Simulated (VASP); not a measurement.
# InP (Fm-3m) in VASP: a series of runs

Runs on InP. Level: PBE. Tasks: optical spectrum, density of states, electric field gradients, core levels.

All numbers are computed with VASP 6.6.1; they aren't measurements. Logs are shortened: lines on timing, memory, paths and dates and some standing lists are left out, and cuts for length are marked.

### Step 1. The crystal as given

It takes space group Fm-3m (No. 225, cubic). The conventional cell has a = 5.538 Å, b = 5.538 Å, c = 5.538 Å, α = 90.00°, β = 90.00°, γ = 90.00°. In (site symmetry m-3m) has 6 P at 2.77 Å as nearest neighbours. P (site symmetry m-3m) is surrounded by 6 In at 2.77 Å.

Measurements of this composition are mostly on another form, of space group No. 216.

### Step 2. Optical spectrum, PBE

Contents of INCAR:

```
ALGO     = Fast           # electronic algorithm
CSHIFT   = 0.05         
EDIFF    = 1E-7           # SCF threshold, eV
ENCUT    = 520            # plane-wave cutoff, eV
GGA      = PE             # functional
ISIF     = 2              # what is computed and relaxed
ISMEAR   = 0              # smearing method
LASPH    = True           # aspherical terms in the spheres
LCHARG   = False          # write CHGCAR
LOPTICS  = True           # frequency-dependent dielectric function
LREAL    = False          # projectors in reciprocal space
LWAVE    = False          # write WAVECAR
NBANDS   = 57             # bands
NEDOS    = 2000           # points of the DOS
NELM     = 100            # most SCF steps
PREC     = Accurate       # precision mode
SIGMA    = 0.02           # smearing width, eV
```

Contents of KPOINTS:

```
k-points
0
Gamma
  8 8 8
```

Contents of POSCAR:

```
InP
1.0
    0.0000000000      2.7688340000      2.7688340000
    2.7688340000      0.0000000000      2.7688340000
    2.7688340000      2.7688340000      0.0000000000
In P
1 1
Direct
    0.0000000000      0.0000000000      0.0000000000
    0.5000000000      0.5000000000      0.5000000000
```

Potentials or basis: VASP PAW PBE potentials, release 64 (In_d, P).

Command:

```
$ cat potpaw_PBE.64/In_d/POTCAR potpaw_PBE.64/P/POTCAR > POTCAR
$ mpirun -np 1 vasp_std > vasp.out
```

OUTCAR:

```text
EDIFF = 1E-7
   ENCUT = 520
   GGA = PE
   ISIF = 2
   ISMEAR = 0
   LASPH = True
   LREAL = False
   NELM = 100
   PREC = Accurate

 ion  position               nearest neighbor table
   1  0.000  0.000  0.000-   2 2.77   2 2.77   2 2.77   2 2.77   2 2.77   2 2.77
   2  0.500  0.500  0.500-   1 2.77   1 2.77   1 2.77   1 2.77   1 2.77   1 2.77

  LATTYP: Found a face centered cubic cell.
 ALAT       =     5.5376680000

  Lattice vectors:

 A1 = (   0.0000000000,   2.7688340000,   2.7688340000)
 A2 = (   2.7688340000,   0.0000000000,   2.7688340000)
 A3 = (   2.7688340000,   2.7688340000,   0.0000000000)

Analysis of symmetry for initial positions (statically):
=====================================================================
 Subroutine PRICEL returns:
 Original cell was already a primitive cell.

 Routine SETGRP: Setting up the symmetry group for a
 face centered cubic supercell.

 Subroutine GETGRP returns: Found 48 space group operations
 (whereof 48 operations were pure point group operations)
 out of a pool of 48 trial point group operations.

The static configuration has the point symmetry O_h .

Analysis of symmetry for dynamics (positions and initial velocities):
=====================================================================
 Subroutine PRICEL returns:
 Original cell was already a primitive cell.

 Routine SETGRP: Setting up the symmetry group for a
 face centered cubic supercell.

 Subroutine GETGRP returns: Found 48 space group operations
[... 747 lines left out ...]
  Total       -0.0272707     -0.0272707     -0.0272707     -0.0000000     -0.0000000      0.0000000
  in kB       -1.0291680     -1.0291680     -1.0291680     -0.0000000     -0.0000000      0.0000000
  external PRESSURE =      -1.0291680 kB  Pullay stress =       0.0000000 kB

 VOLUME and BASIS-vectors are now :
 -----------------------------------------------------------------------------
  energy-cutoff  :      520.00
  volume of cell :       42.45
      direct lattice vectors                 reciprocal lattice vectors
     0.000000000  2.768834000  2.768834000    -0.180581429  0.180581429  0.180581429
     2.768834000  0.000000000  2.768834000     0.180581429 -0.180581429  0.180581429
     2.768834000  2.768834000  0.000000000     0.180581429  0.180581429 -0.180581429

 POSITION                                       TOTAL-FORCE (eV/Angst)
 -----------------------------------------------------------------------------------
      0.00000      0.00000      0.00000        -0.000000      0.000000      0.000000
      2.76883      2.76883      2.76883         0.000000     -0.000000     -0.000000
 -----------------------------------------------------------------------------------
    total drift:                               -0.000000      0.000000      0.000000

  FREE ENERGIE OF THE ION-ELECTRON SYSTEM (eV)
  ---------------------------------------------------
  free  energy   TOTEN  =        -7.9084625861 eV

  energy  without entropy=       -7.9083594441  energy(sigma->0) =       -7.90841102

 electrical conductivity sigma (Mega S m-1) (frequency dependency in vasprun.xml)
  --------------------------------------------------------------------------------------
       0.142      -0.000       0.000
      -0.000       0.142      -0.000
       0.000      -0.000       0.142

  frequency dependent IMAGINARY DIELECTRIC FUNCTION (independent particle, no local field effects) density-density
     E(ev)      X         Y         Z        XY        YZ        ZX
  --------------------------------------------------------------------------------------------------------------
     0.00000     0.00000     0.00000     0.00000     0.00000     0.00000     0.00000
     0.82252    23.06446    23.06446    23.06446     0.00000    -0.00000     0.00000
     1.64504     9.55472     9.55472     9.55472     0.00000    -0.00000     0.00000
     2.46756    48.33295    48.33295    48.33295     0.00000    -0.00000     0.00000
     3.29008     7.61970     7.61970     7.61970     0.00000    -0.00000     0.00000
     4.11260     5.44201     5.44201     5.44201    -0.00000    -0.00000     0.00000
[... 92 lines left out ...]
    80.60703     0.00015     0.00015     0.00015     0.00000     0.00000     0.00000
    81.42955     0.00014     0.00014     0.00014     0.00000     0.00000     0.00000

  frequency dependent      REAL DIELECTRIC FUNCTION (independent particle, no local field effects) density-density
     E(ev)        X           Y           Z          XY          YZ          ZX
  --------------------------------------------------------------------------------------------------------------
     0.00000    27.81102    27.81102    27.81102     0.00000    -0.00000     0.00000
     0.82252    17.19503    17.19503    17.19503     0.00000    -0.00000     0.00000
     1.64504    59.12576    59.12576    59.12576     0.00000    -0.00000     0.00000
     2.46756    10.65409    10.65409    10.65409     0.00000     0.00000    -0.00000
     3.29008   -17.60051   -17.60051   -17.60051    -0.00000     0.00000    -0.00000
     4.11260    -8.51391    -8.51391    -8.51391    -0.00000    -0.00000    -0.00000
[... 92 lines left out ...]
    80.60703     0.91381     0.91381     0.91381    -0.00000     0.00000    -0.00000
    81.42955     0.91623     0.91623     0.91623    -0.00000     0.00000    -0.00000

  frequency dependent IMAGINARY DIELECTRIC FUNCTION (independent particle, no local field effects) current-current
     E(ev)      X         Y         Z        XY        YZ        ZX
  --------------------------------------------------------------------------------------------------------------
     0.00000    65.26622    65.26622    65.26622    -0.00000    -0.00000    -0.00000
     0.82252    24.72465    24.72465    24.72465    -0.00000    -0.00000    -0.00000
     1.64504    13.10779    13.10779    13.10779     0.00000     0.00000    -0.00000
     2.46756    48.69973    48.69973    48.69973    -0.00000    -0.00000    -0.00000
     3.29008     7.04749     7.04749     7.04749    -0.00000     0.00000     0.00000
     4.11260     5.20442     5.20442     5.20442     0.00000    -0.00000    -0.00000
[... 92 lines left out ...]
    80.60703     0.00004     0.00004     0.00004     0.00000     0.00000    -0.00000
    81.42955     0.00004     0.00004     0.00004     0.00000     0.00000    -0.00000

  frequency dependent      REAL DIELECTRIC FUNCTION (independent particle, no local field effects) current-current
     E(ev)        X           Y           Z          XY          YZ          ZX
  --------------------------------------------------------------------------------------------------------------
     0.00000    27.71697    27.71697    27.71697    -0.00000    -0.00000    -0.00000
     0.82252    14.07601    14.07601    14.07601    -0.00000    -0.00000    -0.00000
     1.64504    58.54591    58.54591    58.54591    -0.00000     0.00000    -0.00000
     2.46756     8.75541     8.75541     8.75541    -0.00000    -0.00000     0.00000
     3.29008   -17.80924   -17.80924   -17.80924     0.00000     0.00000     0.00000
     4.11260    -8.63666    -8.63666    -8.63666    -0.00000     0.00000     0.00000
[... 92 lines left out ...]
    80.60703     0.91382     0.91382     0.91382     0.00000     0.00000     0.00000
    81.42955     0.91624     0.91624     0.91624     0.00000     0.00000     0.00000
```

OSZICAR:

```text
N       E                     dE             d eps       ncg     rms          rms(c)
DAV:   1     0.164359114374E+03    0.16436E+03   -0.52672E+03  4276   0.372E+02
DAV:   2     0.142769142884E+02   -0.15008E+03   -0.12617E+03  3562   0.155E+02
DAV:   3    -0.766712591697E+01   -0.21944E+02   -0.21357E+02  3910   0.400E+01
DAV:   4    -0.823345469458E+01   -0.56633E+00   -0.56563E+00  3940   0.639E+00
DAV:   5    -0.823746535501E+01   -0.40107E-02   -0.40103E-02  4028   0.554E-01    0.477E+00
RMM:   6    -0.792564336332E+01    0.31182E+00   -0.17492E-02  4678   0.446E-01    0.261E+00
RMM:   7    -0.790894192264E+01    0.16701E-01   -0.32086E-03  4697   0.175E-01    0.123E+00
RMM:   8    -0.790834490881E+01    0.59701E-03   -0.27439E-03  4965   0.186E-01    0.166E-01
RMM:   9    -0.790841644063E+01   -0.71532E-04   -0.36540E-04  5080   0.622E-02    0.756E-02
RMM:  10    -0.790846383458E+01   -0.47394E-04   -0.57045E-05  5100   0.231E-02    0.175E-02
RMM:  11    -0.790846278373E+01    0.10508E-05   -0.85051E-06  5095   0.853E-03    0.690E-03
RMM:  12    -0.790846283946E+01   -0.55729E-07   -0.10418E-06  5334   0.304E-03    0.169E-03
RMM:  13    -0.790846261571E+01    0.22375E-06   -0.18492E-07  4999   0.115E-03    0.490E-04
RMM:  14    -0.790846258608E+01    0.29627E-07   -0.23525E-08  3868   0.416E-04
   1 F= -.79084626E+01 E0= -.79084110E+01  d E =-.103142E-03
 imaginary and real dielectric function
```

stdout:

```text
POSCAR found type information on POSCAR InP
 POSCAR found :  2 types and       2 ions
 scaLAPACK will be used
 LDA part: xc-table for (Slater+PW92), standard interpolation
 POSCAR, INCAR and KPOINTS ok, starting setup
 FFT: planning ... GRIDC
 FFT: planning ... GRID_SOFT
[... 31 lines left out ...]
 num prob  num prob  num prob  num prob  num prob  num prob WARNING in EDDRMM: call to ZHEGV failed, returncode =   6  3     38
 num prob  num prob  num prob  num prob  num prob  num prob  num prob  num prob  num prob WARNING in EDDRMM: call to ZHEGV failed, returncode =   8  4     38
 num prob  num prob  num prob  num prob  num prob  num prob  num prob  num prob  num prob  num prob  num prob  num prob  num prob  num prob RMM:  14    -0.790846258608E+01    0.29627E-07   -0.23525E-08  3868   0.416E-04
 optical routines
 imaginary and real dielectric function
 recalculating local potential from charge density
 direction            1
 direction            2
 direction            3
```

Wall time 64 s (1 thread of Intel Xeon Platinum 8559C (Emerald Rapids), shared host); peak memory 0.22 GiB.

What came out:

| Quantity | Value |
| --- | --- |
| Free energy | -7.9085 eV |
| Pressure | -0.1 GPa |
| Band gap on the k mesh | none (metal or under the smearing width) |

Dielectric function (mean over the directions given):
```
energy (eV)  real part  imaginary part
       0.33      29.09            0.45
       0.82      17.20           23.06
       1.32      34.05            1.96
       1.81      51.44           76.29
       2.30       8.32           21.18
       2.80     -14.30           16.78
       3.29     -17.60            7.62
       3.78       0.74           17.10
       4.36      -2.71            5.28
       4.85      -2.58            8.34
       5.35     -10.65            9.46
       5.84      -1.23            1.70
       6.33      -2.29            4.99
       6.83      -3.82            3.55
       7.32      -0.79            2.86
       7.81      -3.07            2.27
       8.39      -2.02            1.17
       8.88      -2.57            2.35
       9.38      -1.86            0.70
       9.87      -1.06            1.53
      10.36      -1.14            1.16
      10.86      -1.44            0.63
      11.35      -1.01            1.00
      11.84      -0.75            0.46
      12.42      -0.59            0.41
      12.91      -0.30            0.23
      13.41      -0.32            0.49
      13.90      -0.18            0.12
      14.39       0.03            0.26
      14.89       0.06            0.16
      15.38       0.36            0.14
      15.87       0.34            0.28
      16.45       0.28            0.34
      16.94       0.34            0.31
      17.44       0.49            0.23
      17.93       0.70            0.38
      18.42       0.35            0.50
      18.92       0.48            0.19
      19.41       0.51            0.45
      19.99       0.61            0.18
```

Caveat: spectra need much finer meshes, so this one isn't converged; independent-particle spectra lack excitons; the intraband (Drude) part of a metal's response may be missing.

### Step 3. Density of states, PBE

POSCAR is that of step 2.

Contents of INCAR.step1:

```
  PREC = Accurate
  ENCUT = 520
  EDIFF = 1E-6
  ISMEAR = 0
  SIGMA = 0.02
  LREAL = F
  LASPH = T
  NELM = 80
  ALGO = Normal
  ISIF = 2
  LWAVE = F
  LCHARG = T
  GGA = PE
  NBANDS = 16
```

Contents of KPOINTS.step1:

```
regular mesh
0
Gamma
  8 8 8
```

Contents of INCAR.step2:

```
  PREC = Accurate
  ENCUT = 520
  EDIFF = 1E-6
  ISMEAR = -5
  SIGMA = 0.02
  LREAL = F
  LASPH = T
  NELM = 80
  ALGO = Normal
  ISIF = 2
  LWAVE = F
  LCHARG = F
  GGA = PE
  LORBIT = 11
  NBANDS = 16
  NEDOS = 2001
  ICHARG = 11
```

Contents of KPOINTS.step2:

```
regular mesh
0
Gamma
  12 12 12
```

Potentials or basis: VASP PAW PBE potentials, release 64 (In_d, P).

Command:

```
$ cat potpaw_PBE.64/In_d/POTCAR potpaw_PBE.64/P/POTCAR > POTCAR
$ cp INCAR.step1 INCAR
$ cp KPOINTS.step1 KPOINTS
$ mpirun -np 1 vasp_std > vasp.out
$ cp INCAR.step2 INCAR
$ cp KPOINTS.step2 KPOINTS
$ mpirun -np 1 vasp_std > vasp.out
```

It took 56 s on 1 thread of Intel Xeon Platinum 8559C (Emerald Rapids), shared host; peak memory 0.18 GiB.

The run converged. Its results:

```
Valence electrons inside the program's atomic spheres : In 11.32; P 2.47
```

Levels at points of the mesh, in eV from the Fermi level:
```tsv
k point	band 5	band 6	band 7	band 8	band 9	band 10	band 11	band 12	band 13	band 14
(0.00, 0.00, 0.00)	-14.20	-11.97	-0.23	-0.23	-0.23	0.56	7.14	7.14	7.14	8.50
(0.50, 0.00, 0.00)	-14.12	-9.88	-6.60	0.20	0.20	2.53	3.44	3.44	5.23	11.15
(0.50, 0.50, 0.00)	-14.09	-8.79	-4.90	-2.48	-2.29	-2.29	3.88	9.91	9.91	10.21
```

States per cell in windows of 0.5 eV (zero at the Fermi level; states under -8 eV left out):
```csv
from (eV),total,P2_p,In1_p,In1_s,P2_s,In1_d,P2_d
-8.0,0.00,0.00,0.00,0.00,0.00,0.00,0.00
-7.5,0.00,0.00,0.00,0.00,0.00,0.00,0.00
-7.0,0.00,0.00,0.00,0.00,0.00,0.00,0.00
-6.5,0.16,0.02,0.00,0.06,0.00,0.00,0.00
-6.0,0.38,0.05,0.01,0.13,0.01,0.00,0.00
-5.5,0.54,0.07,0.01,0.17,0.03,0.01,0.00
-5.0,0.43,0.06,0.02,0.10,0.03,0.01,0.00
-4.5,0.26,0.04,0.01,0.05,0.02,0.00,0.00
-4.0,0.33,0.06,0.03,0.04,0.02,0.00,0.00
-3.5,0.40,0.08,0.05,0.04,0.02,0.01,0.00
-3.0,0.47,0.11,0.06,0.03,0.01,0.01,0.00
-2.5,0.57,0.14,0.07,0.02,0.01,0.01,0.00
-2.0,0.63,0.17,0.08,0.02,0.01,0.01,0.00
-1.5,0.62,0.18,0.07,0.02,0.01,0.02,0.00
-1.0,0.56,0.18,0.05,0.02,0.01,0.02,0.00
-0.5,0.66,0.23,0.05,0.03,0.01,0.02,0.00
0.0,0.29,0.09,0.02,0.03,0.00,0.01,0.00
0.5,0.18,0.03,0.02,0.04,0.01,0.00,0.00
1.0,0.24,0.04,0.03,0.05,0.01,0.01,0.00
1.5,0.32,0.06,0.04,0.06,0.01,0.01,0.00
2.0,0.47,0.09,0.06,0.09,0.01,0.01,0.00
2.5,0.39,0.05,0.06,0.06,0.03,0.01,0.00
3.0,0.16,0.02,0.03,0.02,0.01,0.00,0.00
3.5,0.34,0.02,0.09,0.01,0.02,0.00,0.00
4.0,0.66,0.04,0.16,0.01,0.03,0.02,0.00
4.5,0.88,0.07,0.16,0.02,0.03,0.04,0.00
5.0,0.59,0.07,0.10,0.02,0.01,0.02,0.00
5.5,0.64,0.09,0.10,0.03,0.01,0.03,0.00
6.0,0.87,0.13,0.13,0.03,0.01,0.03,0.00
6.5,0.62,0.11,0.09,0.03,0.01,0.02,0.00
7.0,0.63,0.12,0.08,0.02,0.01,0.02,0.00
7.5,0.55,0.09,0.08,0.01,0.00,0.02,0.00
```

Caveat: tetrahedron occupations give inexact forces and stress in metals.

(Part 1 of 2 ends here.)
